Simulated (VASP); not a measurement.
An input for Ansatz (written as the equivalent of a VASP run, and not itself run):

Ansatz 0.2 input:
```yaml
crystal:
  lattice:
    - [1.7690571, -3.0640969, 0.0000000]
    - [1.7690571, 3.0640969, 0.0000000]
    - [0.0000000, 0.0000000, 5.7118805]
  atoms:
    - { symbol: In, position: [0.6666670, 0.3333330, 0.4998915] }
    - { symbol: In, position: [0.3333330, 0.6666670, 0.9998915] }
    - { symbol: N, position: [0.6666670, 0.3333330, 0.8791085] }
    - { symbol: N, position: [0.3333330, 0.6666670, 0.3791085] }
kpoints:
  mp_grid: { grid: [10, 10, 6] }
hamiltonian:
  xc: pbesol
  pseudopotentials: { kind: paw }
scf:
  occupations: { method: methfessel_paxton, width: 0.1 }
  max_iter: 100
relax:
  max_steps: 40
  f_tol: 0.01
  cell: { p_target: 5 }
output: { forces: true, stress: true, eigenvalues: true }
```

Translate this input to VASP (INCAR, KPOINTS, POSCAR, choice of POTCAR).

One answer among several that fit: 
**INCAR**
```
# general
SYSTEM  = InN
PREC    = Accurate
ENCUT   = 600
LREAL   = F
LASPH   = T   # aspherical one-centre terms

# electronic loop
EDIFF   = 1E-7   # SCF stop (eV)
NELM    = 100
ALGO    = Normal   # blocked Davidson
LMAXMIX = 4

# smearing
ISMEAR  = 1   # Methfessel-Paxton
SIGMA   = 0.1   # width (eV)

# functional
GGA     = PS   # PBEsol

# ions
IBRION  = 2
NSW     = 40
ISIF    = 3   # ions, shape and volume
EDIFFG  = -0.01   # ionic stop
PSTRESS = 50   # kbar

# output
LWAVE   = F
LCHARG  = F
```

POSCAR:
```
InN
1
    1.7690571017    -3.0640968522    -0.0000000000
    1.7690571017     3.0640968522     0.0000000000
    0.0000000000     0.0000000000     5.7118804560
In N
2 2
Direct
  0.6666670000   0.3333330000   0.4998915258
  0.3333330000   0.6666670000   0.9998915258
  0.6666670000   0.3333330000   0.8791084742
  0.3333330000   0.6666670000   0.3791084742
```

**KPOINTS**
```
Automatic mesh
0
Gamma
10 10 6
0 0 0
```

POTCAR, in this order: In_d N (PBE.64 set). Program: vasp_std.

The two are equivalent in intent, not identical: each code has its own PAW files, so the cut-off isn't converted (ENCUT is set for VASP's; basis.ecutwfc is left out, and Ansatz then takes the one that its files recommend); Ansatz stops its SCF on the density residual and VASP on the energy change (EDIFF).

The compound is InN in the wurtzite structure. This run relaxes it under an external pressure of 5 GPa. Symmetry was kept, so distortions that lower it aren't found.
